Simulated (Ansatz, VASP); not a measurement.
# B107N107O (V_B-O_N): VASP beside Ansatz, part 2 of 2

One calculation is typed for both programs; each brings its own data sets. How far apart do they land? The cell is taken from a series of runs on this material, whose earlier steps may have relaxed, scaled, displaced or heated it; both programs get it as it stands.

VASP 6.6.1 and Ansatz 0.2.0.

So far: The starting structure; Ansatz: single point, PBEsol.

### Step 3. VASP: single point, PBEsol

Level of this step: PBEsol, spin-polarised from a ferromagnetic start; plane waves and PAW (B, N, O) (VASP).

The same cell, functional, mesh and smearing now go to VASP, with its own data sets.

Lines of VASP's logs that name or quote its potential files are left out, and so is its time.

File INCAR:

```
SYSTEM = B107N107O
PREC = Accurate
ENCUT = 520
EDIFF = 1E-06
NELM = 200
ISMEAR = -1
SIGMA = 0.01
LREAL = Auto
ALGO = Normal
GGA = PS
NELECT = 863
NBANDS = 582
ISPIN = 2
MAGMOM = -0 -0 -0 0 0 0 -0 -0 -0 0 0 -0 -0 -0 -0 0 0 -0 -0 -0 -0 -0 -0 -0 -0 -0 -0 0 -0 0 -0 -0 -0 -0 -0 -0 -0 -0 -0 0 0 -0 -0 -0 -0 -0 -0 -0 -0 -0 -0 0 0 -0 -0 -0 -0 -0 0 -0 -0 0 0 0 -0 -0 -0 0 0 0 -0 -0 -0 -0 -0 0 0 -0 -0 -0 -0 -0 -0 0 -0 -0 0 0 -0 0 -0 -0 0 0 -0 -0 -0 -0 -0 -0 -0 -0 -0 -0 -0 -0 0 0 0 0 0 0 0 0 0 0 -0 -0 -0 -0 -0 -0 0 0 -0 -0 -0 -0 -0 0 -0 0 -0 0 0 0 -0 0 -0 0 -0 -0 -0 -0 -0 -0 -0 0 0 -0 -0 -0 -0 0 -0 -0 -0 -0 0 0 -0 -0 -0 -0 0 -0 0 -0 -0 0 0.02 0.23 0 -0 -0 -0 -0 -0 -0 0 0 -0 0 0 -0 0 0 -0 -0 -0 -0 0 -0 0.23 0.02 0 -0 0 -0 -0 -0 -0 -0 -0 -0 0.02 0.01 0.02 -0 -0 -0 -0 -0 -0 -0
LORBIT = 11
LWAVE = .FALSE.
LCHARG = .FALSE.
ISIF = 2
NUPDOWN = 1
LASPH = .TRUE.
GGA_COMPAT = .FALSE.
```

File POSCAR:

```
B107N107O
1.0
   11.2680000000      6.5055840000      0.0000000000
  -11.2680000000      6.5055840000      0.0000000000
    0.0000000000      0.0000000000     13.3220000000
B N O
107 107 1
Direct
    0.9998676787      0.2222290179      0.1256418225
    0.1109978664      0.1111442940      0.1257573753
[... 3 atom lines left out ...]
    0.2201309331      0.2202444320      0.3749713702
[... 10 atom lines left out ...]
    0.1097101740      0.3321238857      0.3749176003
    0.2229979230      0.5541451677      0.3748729689
[... 21 atom lines left out ...]
    0.3320117272      0.1098244086      0.3749799528
[... 1 atom line left out ...]
    0.5540334732      0.2231118742      0.3749203290
[... 6 atom lines left out ...]
    0.3333303483      0.5556763656      0.1272642227
    0.4446479934      0.4447951144      0.1277634485
    0.5555279111      0.3334741910      0.1272382125
    0.3323693275      0.4412923036      0.3748485590
    0.4411791441      0.3324832948      0.3749068560
    0.3334965231      0.5557695977      0.6226877935
    0.4448223320      0.4448946734      0.6221472838
    0.5556978417      0.3335708197      0.6226602403
[... 5 atom lines left out ...]
    0.5554315517      0.6665007782      0.1289282003
[... 1 atom line left out ...]
    0.4461790106      0.6659548126      0.3750284055
[... 3 atom lines left out ...]
    0.5555981926      0.6665882744      0.6209374451
[... 15 atom lines left out ...]
    0.6663521858      0.5555780868      0.1289029886
[... 2 atom lines left out ...]
    0.6658433532      0.4462917171      0.3750917627
[... 2 atom lines left out ...]
    0.6665164785      0.5556703855      0.6209044707
[... 8 atom lines left out ...]
    0.6654631787      0.7764947201      0.3751877405
    0.7763838023      0.6655771532      0.3752424607
[... 24 atom lines left out ...]
    0.2199999328      0.3311069215      0.3749099998
[... 21 atom lines left out ...]
    0.3309941847      0.2201136978      0.3749786910
[... 8 atom lines left out ...]
    0.3332067191      0.4444512150      0.1271650352
    0.4443040659      0.3333526969      0.1271548486
    0.5553794199      0.5555258454      0.1272482913
    0.3332312469      0.5528815470      0.3748846229
    0.5527700569      0.3333458351      0.3749379066
    0.3333764556      0.4445459709      0.6227718995
    0.4444735870      0.3334491714      0.6227597668
    0.5555456596      0.5556186050      0.6226344377
[... 4 atom lines left out ...]
    0.4442193213      0.6666177881      0.1270239965
[... 2 atom lines left out ...]
    0.4433769403      0.7779865456      0.3749198193
    0.5557809748      0.6735440818      0.3753123995
[... 1 atom line left out ...]
    0.4443832263      0.6667066705      0.6229124378
[... 16 atom lines left out ...]
    0.6664691983      0.4443643292      0.1269928251
[... 2 atom lines left out ...]
    0.6734328584      0.5558941988      0.3754913966
    0.7778747756      0.4434907570      0.3749093041
[... 1 atom line left out ...]
    0.6666353007      0.4444559779      0.6228736564
[... 6 atom lines left out ...]
    0.7776213802      0.6666818796      0.1271980142
[... 1 atom line left out ...]
    0.6666078412      0.8903938282      0.3750291613
    0.7784314856      0.7785442236      0.3752158483
    0.8902823226      0.6667215517      0.3750466702
[... 1 atom line left out ...]
    0.7777871336      0.6667726618      0.6226636070
[... 4 atom lines left out ...]
    0.4352708133      0.4353834589      0.3747501862
```

File KPOINTS:

```
Automatic mesh
0
Gamma
1 1 1
0 0 0
```

PAW data sets: B, N and O (PBE family, release 64).

Started as:

```console
export OMP_NUM_THREADS=3
mpirun -np 1 vasp_gam
```

Numbers of over 12 decimals in the logs are rounded to 6 here.

Log:

```text
[banner, memory and clock lines left out]
running    1 mpi-ranks, on    1 nodes
[...]
Offloading initialized ...    1 GPUs detected
[...]
|                                                                             |
|               ----> ADVICE to this user running VASP <----                  |
|                                                                             |
|     You enforced a specific xc type in the INCAR file but a different       |
|     [... a line on the potential file left out ...]
|     I HOPE YOU KNOW WHAT YOU ARE DOING!                                     |
|                                                                             |

 LDA part: xc-table for (Slater+PW92), standard interpolation
 POSCAR, INCAR and KPOINTS ok, starting setup
[...]
entering main loop
       N       E                     dE             d eps       ncg     rms          rms(c)
DAV:   1     0.808985183811E+04    0.80899E+04   -0.48876E+05  2336   0.148E+03
DAV:   2    -0.113861218721E+04   -0.92285E+04   -0.86265E+04  3448   0.379E+02
DAV:   3    -0.211458827626E+04   -0.97598E+03   -0.96368E+03  2720   0.127E+02
DAV:   4    -0.214023496077E+04   -0.25647E+02   -0.25581E+02  2768   0.216E+01
DAV:   5    -0.214076616758E+04   -0.53121E+00   -0.53080E+00  2704   0.313E+00BRMIX: very serious problems
 the old and the new charge density differ
 old charge density:   862.00000 new  862.99999
    0.810E+01
DAV:   6    -0.197524133126E+04    0.16552E+03   -0.44683E+02  2544   0.248E+01    0.371E+01
DAV:   7    -0.195936571739E+04    0.15876E+02   -0.27246E+01  2592   0.657E+00    0.226E+01
DAV:   8    -0.195465778149E+04    0.47079E+01   -0.14912E+01  2592   0.451E+00    0.326E+00
DAV:   9    -0.195458455396E+04    0.73228E-01   -0.69464E-01  2608   0.113E+00    0.145E+00
[...]
DAV:  17    -0.195460752799E+04    0.72268E-05   -0.16143E-05  2696   0.627E-03    0.105E-02
DAV:  18    -0.195460752307E+04    0.49244E-05   -0.12520E-05  2504   0.682E-03    0.703E-03
DAV:  19    -0.195460752228E+04    0.78834E-06   -0.79138E-06  2552   0.465E-03
   1 F= -.19546075E+04 E0= -.19546075E+04  d E =-.133086E-12  mag=     1.0001
```

From OUTCAR (step 3):

```text
 magnetization (x)
# of ion       s       p       d       tot
------------------------------------------
    1       -0.000  -0.000   0.000  -0.000
    2       -0.000  -0.000   0.000  -0.000
    3       -0.000  -0.000   0.000  -0.000
    4        0.000   0.000   0.000   0.000
    5        0.000   0.000   0.000   0.000
    6        0.000   0.000   0.000   0.000
[...]
213        0.000  -0.000   0.000  -0.000
  214        0.000  -0.000   0.000  -0.000
  215       -0.001   0.000   0.000  -0.001
--------------------------------------------------
tot          0.077   0.707   0.000   0.784
```

The run ends at a pressure of 1.61 GPa, with forces up to 0.93 eV/Å.

### Step 4. Comparison

Known differences besides the potentials themselves: VASP starts from the moments at which Ansatz ended; the cutoff is 420 eV in Ansatz and 520 eV in VASP (PREC = Accurate, projectors in real space); Ansatz makes its cores anew for this functional, VASP keeps those of its PBE data sets; site moments are counted in spheres of each program's own size. Total energies have different zeros and are not compared.

The two programs side by side:

```csv
quantity,Ansatz,VASP,difference
"total moment, fixed by the input (μB)",1.00,1.00,0.00
moment on N194 (μB),0.23,0.33,-0.10
moment on N172 (μB),0.23,0.33,-0.10
```

Forces on 7 of the 215 atoms, those with the largest forces and the largest differences (eV/Å; atoms numbered as in POSCAR):

```csv
atom,"Ansatz x, y, z","VASP x, y, z"
B52,"0.223, -0.032, 0.000","0.145, -0.021, 0.000"
B53,"-0.222, -0.032, -0.003","-0.144, -0.021, -0.002"
B64,"-0.074, -0.263, 0.000","-0.069, -0.277, -0.001"
B87,"0.074, -0.263, 0.000","0.068, -0.277, 0.000"
N172,"0.866, 0.304, 0.000","0.882, 0.297, 0.001"
N194,"-0.866, 0.304, -0.002","-0.882, 0.297, -0.001"
O215,"-0.001, -0.313, 0.001","0.001, -0.292, 0.001"
```

The forces differ by 4.8 meV/Å r.m.s., which is 8.3 % of the r.m.s. force of 0.058 eV/Å (both taken over all components). The cell carries a charge of -1 e against a uniform background, so its pressure also hangs on how the neutralising background is counted, and in a defect's cell a gap may be the spacing between its levels.

### Step 5. Results

```
r.m.s. force difference (single point, PBEsol) : 4.8 meV/Å
```

In words: The r.m.s. force difference is 4.8 meV/Å (single point, PBEsol), within the 12 meV/Å picked in this series as the mark of a large difference. How closely two codes agree says nothing of how well the functional describes the real material.

[Lines on the potential files, build, host, timing and source positions are cut from VASP's logs without a mark.]

[Logs are printed without paths, hosts, clocks, repeated set-up lines and the standing remarks that a program may print on its own settings, such as how far it seeks lower states.]

[Hosts, paths, dates, database ids (printed as entryN), source tags and the programs' standing remarks are cut or masked in the printed files.]
